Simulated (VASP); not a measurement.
Write the native input for VASP 6.6.1 that does the following.

| Quantity | Value |
| --- | --- |
| Task | density of states |
| Functional | PBE |
| Potentials or basis | VASP PAW PBE potentials, release 64 (Ag) |
| Cutoff | 520 eV |
| k mesh | 18 × 18 × 10 |
| Occupations | gaussian, width 0.1 eV |
| Spin | no spin polarisation |
| Dipole correction | no |
| k mesh for the DOS | 27 × 27 × 15 |
| Occupations for the DOS | tetrahedron |
| Further INCAR settings | ALGO = Fast; EDIFF = 1e-07 |

Crystal: Ag.

```
Ag
1.0
     2.93418    0.00000    0.00000
    -1.46709    2.54107    0.00000
     0.00000    0.00000    4.79908
Ag
2
Direct
  0.33333 0.66667 0.25000
  0.66667 0.33333 0.75000
```

This isn't the form of Ag at room conditions, which is fcc.

These files were run (other wordings do the same):

POSCAR

```
Ag
1.0
    2.9341772341      0.0000000000      0.0000000000
   -1.4670886171      2.5410720240      0.0000000000
    0.0000000000      0.0000000000      4.7990771603
Ag
2
Direct
    0.3333333333      0.6666666667      0.2500000000
    0.6666666667      0.3333333333      0.7500000000
```

INCAR.step1

```
SYSTEM = Ag
PREC     = Accurate       ! precision mode
ENCUT    = 520            ! plane-wave cutoff, eV
EDIFF    = 1E-7           ! SCF threshold, eV
ISMEAR   = 0              ! smearing method
SIGMA    = 0.1            ! smearing width, eV
LREAL    = .FALSE.        ! projectors in reciprocal space
LASPH    = .TRUE.         ! aspherical terms in the spheres
NELM     = 100            ! most SCF steps
ALGO     = Fast           ! electronic algorithm
ISIF     = 2              ! what is computed and relaxed
LWAVE    = .FALSE.        ! write WAVECAR
LCHARG   = .TRUE.         ! write CHGCAR
LMAXMIX  = 4              ! l up to which the mixer works
GGA      = PE             ! functional
NBANDS   = 18             ! bands
```

KPOINTS.step1

```
Automatic mesh
0
G
  18 18 10
  0 0 0
```

INCAR.step2

```
SYSTEM = Ag
PREC     = Accurate       ! precision mode
ENCUT    = 520            ! plane-wave cutoff, eV
EDIFF    = 1E-7           ! SCF threshold, eV
ISMEAR   = -5             ! smearing method
SIGMA    = 0.1            ! smearing width, eV
LREAL    = .FALSE.        ! projectors in reciprocal space
LASPH    = .TRUE.         ! aspherical terms in the spheres
NELM     = 100            ! most SCF steps
ALGO     = Fast           ! electronic algorithm
ISIF     = 2              ! what is computed and relaxed
LWAVE    = .FALSE.        ! write WAVECAR
LCHARG   = .FALSE.        ! write CHGCAR
LMAXMIX  = 4              ! l up to which the mixer works
GGA      = PE             ! functional
LORBIT   = 10             ! projections on sites
NEDOS    = 2001           ! points of the DOS
ICHARG   = 11             ! starting density
```

KPOINTS.step2

```
Automatic mesh
0
G
  27 27 15
  0 0 0
```

Potentials or basis: VASP PAW PBE potentials, release 64 (Ag).

Launch:

```console
$ cat potpaw_PBE.64/Ag/POTCAR > POTCAR
$ cp INCAR.step1 INCAR
$ cp KPOINTS.step1 KPOINTS
$ mpirun -np 1 vasp_std > vasp.out
$ cp INCAR.step2 INCAR
$ cp KPOINTS.step2 KPOINTS
$ mpirun -np 1 vasp_std > vasp.out
```

It gave:

| Item | Value |
| --- | --- |
| Valence electrons inside the program's atomic spheres | Ag 9.84 |

It took 94 s on 1 thread of Intel(R) Xeon(R) 6975P-C (Granite Rapids) (shared host), peak memory 0.39 GiB.
